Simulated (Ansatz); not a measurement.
# TaGe2P4 monolayer in a perpendicular field

Aim: how the TaGe2P4 monolayer screens a field along its normal, and what the field does to its bands. A positive field points along +c.

Main program and level: Ansatz 0.2.0; plane-wave DFT, PBE-D3(BJ), Ansatz PAW.

## Step 1: Set-up

The cell holds 7 atoms: 4 P, 2 Ge and 1 Ta. Cell: a = 3.580 Å, b = 3.580 Å, c = 48.995 Å, α = 90.0°, β = 90.0°, γ = 120.0°. Vacuum lies along c.

## Step 2: Relaxing the slab

The starting cell is a guess, so the in-plane lattice and the atoms are relaxed first, with the slab cut off from its images along the normal.

File input.yaml:

```yaml
crystal:
  lattice:
    - [3.58, 0.0, 0.0]
    - [-1.79, 3.1003709455, 0.0]
    - [0.0, 0.0, 48.9953527234]
  atoms:
    - { symbol: P, position: [0.0, 0.0, 0.4082019802] }
    - { symbol: Ge, position: [0.3333333333, 0.6666666667, 0.4235824038] }
    - { symbol: P, position: [0.3333333333, 0.6666666667, 0.4684846217] }
    - { symbol: Ta, position: [0.0, 0.0, 0.5], spin: 1.0 }
    - { symbol: P, position: [0.3333333333, 0.6666666667, 0.5315153783] }
    - { symbol: Ge, position: [0.3333333333, 0.6666666667, 0.5764175962] }
    - { symbol: P, position: [0.0, 0.0, 0.5917980198] }
  periodic: [true, true, false]
magnetization:
  spin_polarized: true
kpoints:
  mp_grid: { grid: [12, 12, 1] }
hamiltonian:
  xc: pbe
  dispersion: d3bj
scf:
  occupations: { method: fermi_dirac, width: 0.05 }
  convergence: { dr2_threshold: 1.0e-09 }
relax:
  f_tol: 0.004
  max_steps: 90
  cell: {}
output:
  write_potential: true
  write_density: true
  volumetric_format: npy
```

Started as:

```bash
ansatz run input.yaml --threads 4 --pin off --max-ram 6144MiB --backend cpu --events-out ev --progress --plain --runs-dir out
```

Numbers of over 12 decimals in the logs are rounded to 6 here.

The program printed:

```text
Warning: relax.cell: scf.convergence.dr2_threshold = 1e-9 eV is looser than the 1.94000708289e-10 eV advised for a relaxation that steers and ends on the stress (1e-10 eV for each atom of the cell: 7, times the square of relax.cell.stress_2d_tol = 0.05 N/m over 19.0 Å (the atoms' height at the walk's start and 5 Å past either face), 2.632e-2 GPa, over a crystal's default 0.05). What an SCF threshold leaves in a stress goes as its square root, and in the free energy as the threshold itself, and one threshold admits the most on a small cell: [figures from the program's tests cut] Set scf.convergence.dr2_threshold to 1.94000708289e-10 eV or tighter. [rest of the remark cut]
Engine: ansatz 0.2.0, x86_64-unknown-linux-gnu
Pseudopotentials: kind: paw
Pseudopotential: P, paw, valence charge 5, recommended cutoff 420 eV (normal), P.paw.azcp
Pseudopotential: Ge, paw, valence charge 14, recommended cutoff 420 eV (normal), Ge.paw.azcp
Pseudopotential: Ta, paw, valence charge 13, recommended cutoff 420 eV (normal), Ta.paw.azcp
Functional definition: PBE
  parameter kappa = 0.804
  parameter beta = 0.066725
  exchange = pbe_x(kappa = kappa, mu = beta*pi^2/3)
  correlation = pbe_c(beta = beta)
Crystal: 7 atoms, lattice volume = 543.815 Å³
Basis set: ecut = 420 eV, 10465 PW (Γ), exchange–correlation on 48×48×720 points (8 copies of the dense FFT grid, shifted against one another)
Bands: 38, of which v1, the nominal top of the filled ones, is band 31 counted from 1 (30 counted from 0)
Symmetry: 12 space group operations
Space group: P-6m2 (ITA 187), of the structure as read, at distance tolerance 8.2e-5 Å
Magnetic group: BNS 187.209 (UNI 1439), of the structure as read, at distance tolerance 8.2e-5 Å
k-points: 19 of 144 (time reversal used)
Non-local potential: P, projectors of the file, l = 0: 2, l = 1: 2, l = 2: 2
Non-local potential: Ge, projectors of the file, l = 0: 2, l = 1: 2, l = 2: 3, l = 3: 1
Non-local potential: Ta, projectors of the file, l = 0: 3, l = 1: 2, l = 2: 2, l = 3: 1
PAW form: soft (Blöchl's): semilocal exchange-correlation on the pseudo side does not see the compensation charge
PAW one-centre angular grid: P, 110 points (default); XC on 64 Gauss nodes
PAW one-centre angular grid: Ge, 590 points (default); XC on 64 Gauss nodes
PAW one-centre angular grid: Ta, 590 points (default); XC on 64 Gauss nodes
Initial density: superposition of atomic densities (neutral atoms: chi_scale 0, normalization atom)
Starting moments: Σ|m| = 1 μB on 1 of 7 sites
Initial wavefunctions: pseudopotential atomic-orbital guess
Functional: x = pbe(κ = 0.804, μ = 0.219515), c = pbe(β = 0.066725)
SCF iter   1: F=—  HF=-21548.387193 eV  |F-HF|=—  |Δ(HF+E_count)|=         —  Δρ=1.29e-2 (↑1.29e-2 ↓1.22e-2)  dr2=4.73e0  dr2_m=3.60e-2  M=0.553 μB ∫|m|=0.683 μB  β_m=0.30  ethr=3.10e-3  ⟨swp⟩=15.6  Hψ=10303  notcnv=0
Mixer restart at iter 1: flushing history
preconditioner: auto → LDOS  [metal: Δε(μ)=0.009 eV  Ē_g=8.579 eV  σ=0.050 eV  W_gap=0.05  n_scr=28 (ndim 8)  ℏωp=9.1 eV  f_vac=0.730  D(μ)=1.74/eV (n_scr^D=10)]
spin=Collinear: LDOS preconditioning applied to the charge; magnetization (m = ρ↑ − ρ↓) channel mixes plain (no charge-response kernel on spin).
SCF iter   2: F=—  HF=-21547.480450 eV  |F-HF|=—  |Δ(HF+E_count)|=   9.07e-1  Δρ=8.54e-3 (↑8.54e-3 ↓7.92e-3)  dr2=1.54e0  dr2_m=2.06e-2  M=0.531 μB ∫|m|=0.648 μB  β_m=0.51  ethr=3.10e-3  ⟨swp⟩=3.2  Hψ=2493  notcnv=0  defer=70
SCF iter   3: F=—  HF=-21547.214034 eV  |F-HF|=—  |Δ(HF+E_count)|=   2.66e-1  Δρ=2.44e-3 (↑2.44e-3 ↓2.15e-3)  dr2=7.43e-2  dr2_m=4.80e-3  M=0.425 μB ∫|m|=0.521 μB  β_m=0.71  ethr=2.52e-3  ⟨swp⟩=3.6  Hψ=2849  notcnv=0  defer=70
SCF iter   4: F=—  HF=-21547.248344 eV  |F-HF|=—  |Δ(HF+E_count)|=         —  Δρ=1.29e-3 (↑1.29e-3 ↓1.08e-3)  dr2=1.25e-2  dr2_m=5.74e-3  M=0.220 μB ∫|m|=0.291 μB  β_m=0.71  ethr=1.22e-4  ⟨swp⟩=4.2  Hψ=3975  notcnv=0  defer=60
SCF iter   5: F=—  HF=-21547.248463 eV  |F-HF|=—  |Δ(HF+E_count)|=   1.19e-4  Δρ=6.72e-4 (↑6.18e-4 ↓6.72e-4)  dr2=9.52e-4  dr2_m=1.90e-3  M=0.166 μB ∫|m|=0.216 μB  β_m=0.79  ethr=2.05e-5  ⟨swp⟩=2.9  Hψ=3138  notcnv=0  defer=60
SCF iter   6: F=—  HF=-21547.250006 eV  |F-HF|=—  |Δ(HF+E_count)|=   1.54e-3  Δρ=4.19e-4 (↑4.14e-4 ↓4.19e-4)  dr2=5.70e-4  dr2_m=7.70e-4  M=0.122 μB ∫|m|=0.156 μB  β_m=0.80  ethr=1.56e-6  ⟨swp⟩=3.2  Hψ=3517  notcnv=0  defer=60
SCF iter   7: F=—  HF=-21547.251112 eV  |F-HF|=—  |Δ(HF+E_count)|=   1.11e-3  Δρ=1.75e-4 (↑1.75e-4 ↓1.51e-4)  dr2=2.79e-4  dr2_m=1.17e-4  M=0.057 μB ∫|m|=0.071 μB  β_m=0.77  ethr=9.34e-7  ⟨swp⟩=3.1  Hψ=3057  notcnv=0  defer=60
SCF iter   8: F=—  HF=-21547.251313 eV  |F-HF|=—  |Δ(HF+E_count)|=   2.02e-4  Δρ=8.27e-5 (↑8.27e-5 ↓7.86e-5)  dr2=1.97e-5  dr2_m=2.97e-5  M=0.031 μB ∫|m|=0.038 μB  β_m=0.81  ethr=4.57e-7  ⟨swp⟩=3.0  Hψ=3035  notcnv=0  defer=60
SCF iter   9: F=—  HF=-21547.251419 eV  |F-HF|=—  |Δ(HF+E_count)|=   1.05e-4  Δρ=2.36e-5 (↑2.36e-5 ↓2.34e-5)  dr2=4.21e-6  dr2_m=2.18e-6  M=0.009 μB ∫|m|=0.010 μB  β_m=0.79  ethr=3.22e-8  ⟨swp⟩=4.1  Hψ=3572  notcnv=0  defer=60
SCF iter  10: F=—  HF=-21547.251428 eV  |F-HF|=—  |Δ(HF+E_count)|=   9.81e-6  Δρ=8.26e-6 (↑8.26e-6 ↓7.14e-6)  dr2=8.49e-7  dr2_m=1.81e-7  M=0.002 μB ∫|m|=0.002 μB  β_m=0.82  ethr=6.90e-9  ⟨swp⟩=3.7  Hψ=3607  notcnv=0  defer=60
SCF iter  11: F=—  HF=-21547.251429 eV  |F-HF|=—  |Δ(HF+E_count)|=   9.75e-7  Δρ=2.80e-6 (↑2.80e-6 ↓1.99e-6)  dr2=4.69e-8  dr2_m=2.00e-8  M=0.000 μB ∫|m|=0.000 μB  β_m=0.86  ethr=1.39e-9  ⟨swp⟩=3.1  Hψ=3243  notcnv=0  defer=60
SCF iter  12: F=—  HF=-21547.251429 eV  |F-HF|=—  |Δ(HF+E_count)|=   1.15e-7  Δρ=5.85e-7 (↑5.53e-7 ↓5.85e-7)  dr2=4.34e-9  dr2_m=9.91e-10  M=0.000 μB ∫|m|=0.000 μB  β_m=0.83  ethr=7.69e-11  ⟨swp⟩=3.4  Hψ=3311  notcnv=0  defer=60
SCF iter  13: F=—  HF=-21547.251429 eV  |F-HF|=—  |Δ(HF+E_count)|=   1.00e-8  Δρ=2.21e-7 (↑2.21e-7 ↓1.98e-7)  dr2=6.49e-10  dr2_m=1.08e-10  M=-0.000 μB ∫|m|=0.000 μB  β_m=0.75  ethr=7.12e-12  ⟨swp⟩=3.3  Hψ=3327  notcnv=0  defer=60
SCF iter  14: F=-21547.251429 eV  HF=-21547.251429 eV  |F-HF|=9.60e-10  |Δ(HF+E_count)|=   5.52e-9  Δρ=5.02e-8 (↑3.68e-8 ↓5.02e-8)  dr2=6.37e-11  dr2_m=5.26e-12  M=0.000 μB ∫|m|=0.000 μB  ethr=1.06e-12  ⟨swp⟩=8.0  Hψ=10900  notcnv=0
[...]
relax step   6: F+E_penalty+E_count = -21548.67115096 eV  Δ(F+E_penalty+E_count) = -1.130e-4 eV  max|allowed force component| = 7.546e-3 eV/Å  Δτ_max = 0.0025 Å  P = -0.005 N/m  Ω = 541.084 Å³  energy of the carried Pulay correction = +1.377e-4 eV  fix = [c, alpha, beta]  reactions: c +0.000 N/m  (7 SCF iters, accepted)
[...]
relax step   7: F+E_penalty+E_count = -21548.67115429 eV  Δ(F+E_penalty+E_count) = -3.338e-6 eV  max|allowed force component| = 4.669e-4 eV/Å  Δτ_max = 0.0006 Å  P = +0.001 N/m  Ω = 541.090 Å³  energy of the carried Pulay correction = +1.373e-4 eV  fix = [c, alpha, beta]  reactions: c +0.000 N/m  (6 SCF iters, accepted)
Initial wavefunctions: pseudopotential atomic-orbital guess (no wavefunctions were taken with the density)
iter 1 solved again at ethr=1.91e-7 eV; its pass at ethr=3.10e-3 eV (dr2=1.17e-4 eV) is discarded
SCF iter   1: F=—  HF=-21548.671001 eV  |F-HF|=—  |Δ(HF+E_count)|=         —  Δρ=1.28e-6 (↑1.27e-6 ↓1.28e-6)  dr2=6.27e-9  dr2_m=4.05e-12  M=-0.000 μB ∫|m|=0.000 μB  β_m=0.65  ethr=1.91e-7  ⟨swp⟩=6.2  Hψ=17032  notcnv=0
eigensolver tolerance schedule: the retry pair's looser diagonalisation over-reported the residual by 18628.75 of it (diagonalisation noise at an unbounded share of the residual, at the tolerance the schedule requests for it); recorded, not acted on — ethr = c·dr2/N_el stays at c = 1.0e-1
preconditioner: auto → LDOS  [metal: Δε(μ)=0.095 eV  Ē_g=8.062 eV  σ=0.050 eV  W_gap=0.43  n_scr=26 (ndim 8)  ℏωp=9.2 eV  f_vac=0.723  D(μ)=2.24/eV (n_scr^D=12)]
spin=Collinear: LDOS preconditioning applied to the charge; magnetization (m = ρ↑ − ρ↓) channel mixes plain (no charge-response kernel on spin).
SCF iter   2: F=—  HF=-21548.671031 eV  |F-HF|=—  |Δ(HF+E_count)|=   2.95e-5  Δρ=4.88e-7 (↑4.87e-7 ↓4.88e-7)  dr2=2.35e-9  dr2_m=1.95e-12  M=-0.000 μB ∫|m|=0.000 μB  β_m=0.58  ethr=1.03e-11  ⟨swp⟩=6.0  Hψ=6181  notcnv=0
SCF iter   3: F=—  HF=-21548.671031 eV  |F-HF|=—  |Δ(HF+E_count)|=   1.80e-9  Δρ=2.22e-7 (↑2.22e-7 ↓2.22e-7)  dr2=4.54e-10  dr2_m=1.23e-12  M=-0.000 μB ∫|m|=0.000 μB  β_m=0.59  ethr=3.85e-12  ⟨swp⟩=2.7  Hψ=2578  notcnv=0
SCF iter   4: F=-21548.671031 eV  HF=-21548.671031 eV  |F-HF|=1.19e-9  |Δ(HF+E_count)|=  4.37e-10  Δρ=6.03e-8 (↑6.03e-8 ↓5.93e-8)  dr2=4.58e-11  dr2_m=3.86e-13  M=-0.000 μB ∫|m|=0.000 μB  ethr=1.00e-12  ⟨swp⟩=12.9  Hψ=12203  notcnv=0
the starting moments were not kept: the SCF closed with an absolute magnetisation of 4.5e-6 μB, where they sum to 1 μB in size (1 site). That is at most 0.1 of that sum. Measured as dr2_m measures the in/out step, that magnetisation stands 2.1e-12 eV from none, at or under the dr2_threshold of 1.0e-9 eV: it is no larger than a step whose dr2_m would equal this threshold.
SCF 8 converged in 4 iterations: F = -21548.671031 eV  dr2 = 4.58e-11
relax step   8: F+E_penalty+E_count = -21548.67103065 eV  Δ(F+E_penalty+E_count) = +1.236e-4 eV  max|allowed force component| = 4.852e-4 eV/Å  Δτ_max = 0.0000 Å  P = -0.003 N/m  Ω = 541.090 Å³  fix = [c, alpha, beta]  reactions: c +0.000 N/m  stress off target by 2.72e-3 N/m on what of the cell is left free  SCF on the basis re-selected at this cell (its energy is not comparable with the rows above)  (4 SCF iters)
basis re-selected at this cell: Δ(F+E_penalty+E_count) = +1.236e-4 eV, ΔP = -0.003 N/m vs the last step (what re-selecting the basis moved, of the pressure what is left beyond the Pulay correction that the steps carried, after the strain that the cell walked since its last selection, with what the two solves' SCF thresholds leave and, on support functions, any second-order correction that the steps lacked; it is no m [...]
WARN: The output density's exchange-correlation potential varies sharply where the density is thin. Do not read a vacuum level from v_tot or v_xc, or from such a field of the output density. On a cell that repeats whose density bears no net charge and no dipole along the vacuum's axis use v_es (v_loc + v_h of the components); under efield.dipole_correction with no amplitude use v_es + v_field, which holds any externa [...]
SCF converged after 4 iterations
Magnetization: -0.0000 μB (30.5000 up, 30.5000 down)
Absolute magnetization: 0.0000 μB (∫|ρ↑−ρ↓|, with the PAW one-centre terms)
Spin contamination: 0.0000 ħ² per cell (⟨S²⟩ above its minimum at these occupations)
Per-site moments (μB) at R_I (Å): [(-3.2500170211334814e-8, 0.959423), (-4.9767245692381196e-8, 0.959423), (1.003907918053015e-7, 0.960367), (-1.798473812176377e-6, 1.035482), (1.0039079184483808e-7, 0.960367), (-4.976724581901929e-8, 0.959423), (-3.25001706508634e-8, 0.959423)]
Free energy (F): -21548.671031 eV
Harris-Foulkes:  -21548.671031 eV  (|F-HF|=1.19e-9)
Internal energy: -21548.652518 eV  (E = F + TS)
E sigma→0 (E₀):  -21548.661774 eV
Entropy (-TS):   -0.018513 eV (-2.645 meV/atom)
Fermi energy:    -5.381820 eV
--- Per-component energies (eV) ---
  E_band       = -1328.143383
  E_kinetic    = 870.403978
  E_local      = -263634.587183  (includes V_loc(G=0)·N_el)
  E_nonlocal   = 989.677554
  E_hartree    = 130897.332307
  E_xc         = -615.575229
  E_vxc        = -576.292172  (∫ρ·V_xc dr)
  E_paw        = -14715.665191  (= ΣΔE_a)
  E_vpaw       = -772.009514  (= ΣTr[D̂ρ^β])
  E_aug_tail   = 0.000814  (compensation charges beyond the density's cutoff)
  E_ewald      = 124662.085016
  E_disp       = -2.324583  (pairwise vdW)
  E_smearing   = -0.018513  (= −TS)
  E_closure    = -0.000000  (closes the sum)
  Σ components = -21548.671031   (vs F -21548.671031, Δ=0.00e0)
--- Forces (eV/Å), atoms counted from 1 ---
  atom   1  P      0.00000000    -0.00000000    -0.00024211
  atom   2  Ge     0.00000000     0.00000000     0.00048520
  atom   3  P      0.00000000    -0.00000000    -0.00046790
  atom   4  Ta     0.00000000    -0.00000000     0.00000000
  atom   5  P      0.00000000    -0.00000000     0.00046790
  atom   6  Ge     0.00000000     0.00000000    -0.00048520
  atom   7  P      0.00000000    -0.00000000     0.00024211
  max |Σ_I F_I| component: 4.63e-16 eV/Å
--- 2D stress c σ (N/m, compression-positive) ---
       -0.002717       0.000000       0.000000
        0.000000      -0.002717       0.000000
        0.000000       0.000000       0.000000
  P = ½ c Tr σ = -0.0027 N/m
--- Band table (eV; the first three rows and the last of 38) ---
  k-point 0 ↑: bands = [... 27 lower, -5.9821, -5.7739, -5.7739, -4.9367, -2.9121, -2.7559, -2.2985, -2.2985, ... 3 higher]
  k-point 1 ↑: bands = [... 27 lower, -6.1672, -5.9304, -5.9259, -4.8978, -2.6200, -2.5658, -2.1696, -2.0851, ... 3 higher]
  k-point 2 ↑: bands = [... 27 lower, -6.5600, -6.2874, -6.1114, -5.0461, -3.0032, -2.9284, -2.1803, -2.0197, ... 3 higher]
  k-point 18 ↓: bands = [... 27 lower, -7.8106, -6.9248, -6.1872, -4.5540, -3.8008, -3.7427, -3.0430, -2.4659, ... 3 higher]
  the weakly bound empty levels are not read free of the cell's end (no_gap_told)
--- Relaxed structure (7 steps of the walk, 7 accepted, 1 SCFs on fresh bases) ---
  F+E_penalty+E_count = -21548.67103065 eV   max|allowed force component| = 4.852e-4 eV/Å   (the final SCF, on the basis selected at the relaxed cell)
  cell:  # Å, volume = 541.0903 Å³
    - [3.571019, 0, 0.0]
    - [-1.785509, 3.092593, 0.0]
    - [0.0, 0.0, 48.9953527234]
  atoms:
    - { symbol: P, position: [1.0573552618554987e-17, -5.135725556199064e-17, 0.401282] }
    - { symbol: Ge, position: [0.333333, 0.666667, 0.423254] }
    - { symbol: P, position: [0.333333, 0.666667, 0.470772] }
    - { symbol: Ta, position: [1.0573552618554987e-17, -5.135725556199064e-17, 0.5] }
    - { symbol: P, position: [0.333333, 0.666667, 0.529228] }
    - { symbol: Ge, position: [0.333333, 0.666667, 0.576746] }
    - { symbol: P, position: [1.0573552618554987e-17, -5.135725556199064e-17, 0.598718] }
```

It took 3.1 min on 4 threads of Intel Xeon Platinum 8488C (Sapphire Rapids), shared host; peak memory 1.3 GiB; 12 min of CPU time.

The steps of the relaxation:

```
step  energy less that of the first step (eV)  largest force component (eV/Å)  volume (Å³)
   1                                   0.0000                          3.1414       543.82
   2                                  -1.2751                          0.8236       535.25
   3                                  -1.4113                          0.1778       535.43
   4                                  -1.4163                          0.0249       536.15
   5                                  -1.4196                          0.0297       540.84
   6                                  -1.4197                          0.0075       541.08
   7                                  -1.4197                          0.0005       541.09
  8*                                  -1.4196                          0.0005       541.09
```

Relaxation steps marked * repeat the geometry before them on a plane-wave basis chosen anew for their cell, so energy and pressure can jump there.

The run keeps the 12 symmetry operations that it works with, so distortions that break them were not tested.

```
cell as run  before  after  change
      a (Å)   3.580  3.571  -0.3 %
      b (Å)   3.580  3.571  -0.3 %
```

The atoms that moved most (Å, along periodic axes as changes of fractional coordinates times the final cell, across vacuum about the mean position):

```csv
atom,dx,dy,dz,length
P1,0.000,0.000,-0.339,0.339
P7,0.000,0.000,0.339,0.339
P5,0.000,0.000,-0.112,0.112
P3,0.000,0.000,0.112,0.112
Ge2,0.000,0.000,-0.016,0.016
Ge6,0.000,0.000,0.016,0.016
```

Final coordinates:

```cif
data_structure
_symmetry_space_group_name_H-M 'P 1'
_symmetry_Int_Tables_number 1
_cell_length_a 3.5710
_cell_length_b 3.5710
_cell_length_c 48.9954
_cell_angle_alpha 90.000
_cell_angle_beta 90.000
_cell_angle_gamma 120.000
_cell_volume 541.09
loop_
_atom_site_label
_atom_site_type_symbol
_atom_site_fract_x
_atom_site_fract_y
_atom_site_fract_z
_atom_site_occupancy
P1 P 0.00000 0.00000 0.40128 1
Ge2 Ge 0.33333 0.66667 0.42325 1
P3 P 0.33333 0.66667 0.47077 1
Ta4 Ta 0.00000 0.00000 0.50000 1
P5 P 0.33333 0.66667 0.52923 1
Ge6 Ge 0.33333 0.66667 0.57675 1
P7 P 0.00000 0.00000 0.59872 1
```

Numbers from this step:

* energy at zero smearing: -21548.6618 eV

The lattice constant a goes from 3.580 to 3.571 Å.

[end of part 1 of 2]

[Logs are printed without paths, hosts, clocks, repeated set-up lines and the standing remarks that a program may print on its own settings, such as how far it seeks lower states.]

[Hosts, paths, dates, database ids (printed as entryN), source tags and the programs' standing remarks are cut or masked in the printed files.]

[Maps of the electrostatic potential energy from Ansatz leave out the sawtooth potential of an applied field or a dipole correction, so their vacuum need not be flat; planar profiles and work functions include it.]
